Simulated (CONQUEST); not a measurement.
Crystal: MnO2.

```
CELL_PARAMETERS angstrom
2.86708 0.00000 0.00000
0.00000 4.40042 0.00000
0.00000 0.00000 4.40042
ATOMIC_POSITIONS crystal
Mn 0.50000 0.50000 0.50000
Mn 0.00000 0.00000 0.00000
O 0.50000 0.19508 0.19508
O 0.00000 0.69508 0.30492
O 0.50000 0.80492 0.80492
O 0.00000 0.30492 0.69508
```

The cell is a database's computed one.

Base run:

```yaml
Program: CONQUEST 1.3
Functional: PBE
Potentials_or_basis: PseudoDojo NC PBE, DZP, grid cutoff 150 Ha
k_mesh: 9 × 6 × 6
Occupations: fermi-dirac, width 0.05 eV
Spin: collinear spin, ferromagnetic start
Starting_moments: "[4.0, 4.0, 0.0, 0.0, 0.0, 0.0] μB"
```

Its results: band gap on the k mesh none (metal or under the smearing width); pressure 9.1 GPa; net moment 5.99 μB per cell; site moments Mn +2.86; O +0.07 μB; largest force 0.035 eV/Å.

Problem. The run is repeated on the same cell with these changes: functional from PBE to PBEsol; potentials or basis from PseudoDojo NC PBE, DZP, grid cutoff 150 Ha to PseudoDojo NC PBEsol, DZP, grid cutoff 150 Ha. What comes out?

Solution. Band gap on the k mesh none (metal or under the smearing width); pressure 0.1 GPa; net moment 5.95 μB per cell; site moments Mn +2.82; O +0.08 μB; largest force 0.015 eV/Å.

Caveats: moments can come out somewhat high in this basis; the basis of atomic orbitals isn't converged, which shifts pressures, moduli and gaps; semilocal functionals often make such compounds metallic where correlation or magnetic order opens a gap, which also shifts bond lengths; only a ferromagnetic start was run, and an antiferromagnetic order may lie lower in energy.

Not every run made on this cell is shown here.
